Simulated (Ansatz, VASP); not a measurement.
# HfO2 in VASP and in Ansatz

```
CELL_PARAMETERS angstrom
3.60430 0.00000 0.00000
0.00000 3.60430 0.00000
0.00000 0.00000 5.26397
ATOMIC_POSITIONS crystal
Hf 0.51962 0.48038 0.50000
Hf 0.00000 0.00000 0.00000
O 0.00000 0.50000 0.69325
O 0.50000 0.00000 0.80675
O 0.50000 0.00000 0.30675
O 0.00000 0.50000 0.19325
```

Alike in both runs: task single point; functional PBE; k mesh 6 × 6 × 4; occupations gaussian, width 0.05 eV; no spin polarisation.

|  | VASP | Ansatz |
| --- | --- | --- |
| version | VASP 6.6.1 | Ansatz 0.2.0 |
| potentials or method | VASP PAW PBE potentials, release 64 (Hf_pv, O) | scalar-relativistic, plane waves, PAW |
| plane-wave cutoff (eV) | 520 | 420 |
| valence electrons in the cell | 44 | 76 |

Ansatz gave:

- gap on the k mesh at the Fermi level (eV): 4.69
- least direct gap on the mesh (eV): 4.76
- pressure (GPa): 0.6
- largest component of the traceless stress (GPa): 2.15
- rms of the force components (eV/Å): 0.330

Q: Estimate VASP's values.

A: gap on the k mesh at the Fermi level (eV): 4.67; least direct gap on the mesh (eV): 4.74; pressure (GPa): -2.5; largest component of the traceless stress (GPa): 2.14; rms of the force components (eV/Å): 0.323.

Atom by atom the forces differ by 0.024 eV/Å (rms over components). The functional is the same, so the differences come from potentials, cutoffs and numerics. The two sets of potentials don't hold the same shells in valence.

Caveats: spin-orbit coupling is left out, which moves the levels of the heavy elements. A k mesh can miss the band edges.
